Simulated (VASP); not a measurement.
Here is a VASP 6.6.1 calculation.

File INCAR:

```
PREC = Accurate
ENCUT = 750
EDIFF = 1E-8
ISMEAR = 0
SIGMA = 0.02
LREAL = F
LASPH = T
NELM = 100
ALGO = Normal
ISIF = 2
LWAVE = F
LCHARG = F
MAGMOM = 0 0 0 0 0 0
LORBIT = 11
LSORBIT = T
GGA_COMPAT = F
NBANDS = 34
```

The input KPOINTS:

```
Automatic mesh
0
Gamma
  10 10 10
```

The input POSCAR:

```
CdO
1.0
    0.0000000000      2.3495000000      2.3495000000
    2.3495000000      0.0000000000      2.3495000000
    2.3495000000      2.3495000000      0.0000000000
Cd O
1 1
Direct
    0.0000000000      0.0000000000      0.0000000000
    0.5000000000      0.5000000000      0.5000000000
```

Potentials or basis: VASP PAW LDA potentials, release 64 (Cd, O).

Command:

```console
$ cat potpaw_LDA.64/Cd/POTCAR potpaw_LDA.64/O/POTCAR > POTCAR
$ mpirun -np 1 vasp_ncl > vasp.out
```

Q: Predict the pressure.

A: -4.5 GPa.
